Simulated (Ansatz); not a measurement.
Crystal: InAs.

```
In As
1.0
     0.00000    3.01800    3.01800
     3.01800    0.00000    3.01800
     3.01800    3.01800    0.00000
In As
1 1
Cartesian
  0.0000 0.0000 0.0000
  4.5270 4.5270 4.5270
```

Program: Ansatz 0.2.0. Alike in all runs: cell as given.

Problem. Order these runs on this cell by their pressure, lowest first.
A. level PBE; potentials or basis all-electron LAPW, scalar-relativistic; spin off; k mesh 4 × 4 × 4; cutoff (eV) 240; smearing fermi-dirac 0.03 eV; basis error allowed 0.004 eV/atom; mesh quality coarse
B. level RPBE+D3(BJ); potentials or basis all-electron LAPW, scalar-relativistic; spin off; k mesh 8 × 8 × 8; cutoff (eV) 283; smearing fermi-dirac 0.1 eV; basis error allowed 0.001 eV/atom; mesh quality not flagged
C. level LDA; potentials or basis all-electron LAPW, relativistic spinors; spin SOC, no magnetisation; k mesh 6 × 6 × 6; cutoff (eV) 283; smearing fermi-dirac 0.05 eV; basis error allowed 0.001 eV/atom; mesh quality coarse
D. level BLYP; potentials or basis all-electron LAPW, scalar-relativistic; spin off; k mesh 8 × 8 × 8; cutoff (eV) 283; smearing fermi-dirac 0.05 eV; basis error allowed 0.001 eV/atom; mesh quality not flagged

Solution. B (-3.9 GPa), C (-0.3 GPa), A (4.9 GPa), D (7.5 GPa).

Caveats: some runs use coarse meshes; the k mesh is thin for a metal, which can move the energy by tens of meV per atom (some runs); pairwise dispersion overbinds metals, which lowers pressure and volume (some runs).

Not every run made on this cell is shown here.
